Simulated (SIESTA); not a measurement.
Crystal: TePb.

```xyz
2
Lattice="0.0000 3.2310 3.2310 3.2310 0.0000 3.2310 3.2310 3.2310 0.0000" Properties=species:S:1:pos:R:3 pbc="T T T"
Pb    0.0000    0.0000    0.0000
Te    3.2310    3.2310    3.2310
```

```yaml
Program: SIESTA 5.4.2
Task: single point
Functional: PBE
Potentials_or_basis: PseudoDojo 0.4 standard (PBE files)
Basis: DZP (energy shift 0.002 Ry)
Grid_cutoff: 500 Ry
Energy_shift: 0.002 Ry
k_mesh: 7 × 7 × 7
Occupations: fermi-dirac, width 0.05 eV
Spin: no spin polarisation
```

On this cell: pressure 3.0 GPa; largest force zero by symmetry; band gap on the k mesh not listed.

The same run follows on a disturbed copy (atoms moved at random, drawn with an rms of 0.05 Å):

```
Pb Te
1.0
     0.00000    3.23100    3.23100
     3.23100    0.00000    3.23100
     3.23100    3.23100    0.00000
Pb Te
1 1
Direct
  0.99209 0.00797 0.99531
  0.50633 0.50811 0.49049
```

Task: What does the disturbed cell give?

Result: The energy moves by +0.8 meV/atom; pressure 3.0 GPa; largest force 0.063 eV/Å; band gap on the k mesh 1.05 eV, direct.

Forces on the atoms (eV/Å):
```
Pb  -0.015  0.032  0.052
Te   0.015 -0.032 -0.052
```

Stress tensor (GPa, compression positive):
```
2.99 0.01 0.01
0.01 3.04 0.02
0.01 0.02 3.09
```

Caveats: semicore shells carry a single zeta, which can move pressures by several GPa and volumes by a few percent; the basis of atomic orbitals isn't converged, which shifts pressures, moduli and gaps; spin-orbit coupling is left out, which as a rule narrows the gap of such compounds by several tenths of an eV (some runs); an odd mesh through Γ misses points on the zone boundary, where band edges often lie (some runs).
